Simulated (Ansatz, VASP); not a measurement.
## Two plane-wave programs on Pd

```
Pd
1.0
    -1.54018    1.54018    1.54018
     1.54018   -1.54018    1.54018
     1.54018    1.54018   -1.54018
Pd
1
Direct
  0.00000 0.00000 0.00000
```

This isn't the form of Pd at room conditions, which is fcc.

Alike in both runs: task single point; functional r2SCAN; k mesh 12 × 12 × 12; occupations fermi-dirac, width 0.05 eV; no spin polarisation.

|  | VASP | Ansatz |
| --- | --- | --- |
| version | VASP 6.6.1 | Ansatz 0.2.0 |
| potentials or method | VASP PAW PBE potentials, release 64 (Pd) | Ansatz PAW |
| plane-wave cutoff (eV) | 520 | 500 |
| valence electrons in the cell | 10 | 18 |

Ansatz gave:

| Item | Value |
| --- | --- |
| gap on the k mesh at the Fermi level (eV) | none |
| pressure (GPa) | 5.4 |

**Question.** Estimate VASP's values.

**Answer.** gap on the k mesh at the Fermi level (eV): none; pressure (GPa): 6.2.

A gap of «none» marks a metal or a gap that the smearing closes. The functional is the same, so the differences come from potentials, cutoffs and numerics. The two sets of potentials don't hold the same shells in valence.

Caveats: the PAW data sets were made with another functional, which shifts forces and pressure a little (VASP); the pressure holds a Pulay correction of +0.3 GPa for the finite cutoff (Ansatz); the PAW data sets come from PBE, with cores solved anew for the run's functional, which leaves a small shift of forces and pressure (Ansatz).
